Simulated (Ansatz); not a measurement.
VH2:

```
V H
1.0
     0.00000    2.13550    2.13550
     2.13550    0.00000    2.13550
     2.13550    2.13550    0.00000
V H
1 2
Direct
  0.00000 0.00000 0.00000
  0.75000 0.75000 0.75000
  0.25000 0.25000 0.25000
```

| Property | Result |
| --- | --- |
| Program | Ansatz 0.2.0 |
| Task | relaxation of cell and atoms |
| Functional | r2SCAN |
| Dispersion | D3(BJ) |
| Potentials or basis | Ansatz PAW |
| Cutoff | 500 eV (not typed: the program's choice for these potentials) |
| k mesh | 11 × 11 × 11 |
| Occupations | fermi-dirac, width 0.05 eV |
| Spin | collinear spin, ferromagnetic start |
| Starting moments | [2.0, 0.0, 0.0] μB |

At the start: volume 6.49 Å³/atom.

Problem. Where does the relaxation end?

Solution. It ends after 7 steps and the volume is 6.01 Å³/atom (-7.5 %); space group Fm-3m (No. 225, to 0.05 Å); moment 0.12 μB per cell.

Step by step:
| step | energy change (eV) | largest force (eV/Å) | volume (Å³) |
| --- | --- | --- | --- |
| 1 | 0.0000 | 0.0000 | 19.48 |
| 2 | -0.0317 | 0.0000 | 18.73 |
| 3 | -0.0497 | 0.0000 | 18.26 |
| 4 | -0.0518 | 0.0000 | 17.96 |
| 5 | -0.0518 | 0.0000 | 18.01 |
| 6 | -0.0518 | 0.0000 | 18.02 |
| 7 | -0.0509 | 0.0000 | 18.02 |

Final structure:
```
V H
1.0
     0.00000    2.08068    2.08068
     2.08068    0.00000    2.08068
     2.08068    2.08068    0.00000
V H
1 2
Direct
  0.00000 0.00000 0.00000
  0.75000 0.75000 0.75000
  0.25000 0.25000 0.25000
```

Caveat: the magnetic or orbital state may not be the lowest; the plane-wave basis is chosen anew once the cell has moved, so the energies of steps on either side of that aren't comparable; pairwise dispersion overbinds metals, which lowers pressure and volume; the PAW data sets come from PBE, with cores solved anew for the run's functional, which leaves a small shift of forces and pressure; the dispersion damping was fitted for another functional or another form of the correction; the starting moments weren't kept.
